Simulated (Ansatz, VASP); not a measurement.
**Si2Ni (nickel disilicide): VASP beside Ansatz**

```
Si Ni
1.0
     0.00000    2.67490    2.67490
     2.67490    0.00000    2.67490
     2.67490    2.67490    0.00000
Si Ni
2 1
Direct
  0.25000 0.25000 0.25000
  0.75000 0.75000 0.75000
  0.00000 0.00000 0.00000
```

Alike in both runs: functional LDA; k mesh 16 × 16 × 16; occupations gaussian, width 0.1 eV; no spin polarisation.

Ansatz relaxed the structure, and its values are those at the end. VASP's run is a single point on that final structure, the one shown.

|  | VASP | Ansatz |
| --- | --- | --- |
| version | VASP 6.6.1 | Ansatz 0.2.0 |
| potentials or method | VASP PAW LDA potentials, release 64 (Si, Ni) | scalar-relativistic, plane waves, PAW |
| plane-wave cutoff (eV) | 520 | 520 |
| valence electrons in the cell | 18 | 26 |

VASP gave:

| Quantity | Value |
| --- | --- |
| gap on the k mesh at the Fermi level (eV) | none |
| pressure (GPa) | 0.2 |

Estimate Ansatz's values.

gap on the k mesh at the Fermi level (eV): none; pressure (GPa): 0.0.

A gap of «none» marks a metal or a gap that the smearing closes. The two sets of potentials don't hold the same shells in valence.

Spin polarisation is off, so any magnetic state and its effect on volume and gap are missing.
